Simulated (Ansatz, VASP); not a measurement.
One calculation of Ta, two programs

```
Ta
1.0
    -1.65948    1.65948    1.65948
     1.65948   -1.65948    1.65948
     1.65948    1.65948   -1.65948
Ta
1
Direct
  0.00000 0.00000 0.00000
```

Alike in both runs: functional PBE; k mesh 18 × 18 × 18; occupations gaussian, width 0.1 eV; no spin polarisation.

Ansatz relaxed the structure, and its values are those at the end. VASP's run is a single point on that final structure, the one shown.

|  | VASP | Ansatz |
| --- | --- | --- |
| version | VASP 6.6.1 | Ansatz 0.2.0 |
| potentials or method | VASP PAW PBE potentials, release 64 (Ta_pv) | scalar-relativistic, plane waves, PAW |
| plane-wave cutoff (eV) | 520 | 420 |
| valence electrons in the cell | 11 | 13 |

```tsv
	VASP	Ansatz	Ansatz less VASP
gap on the k mesh at the Fermi level (eV)	none	none	-
pressure (GPa)	0.1	0.0	-0.07
```

A gap of «none» marks a metal or a gap that the smearing closes. The two sets of potentials don't hold the same shells in valence.

The runs have no spin-orbit coupling, so splittings on Ta are missing.
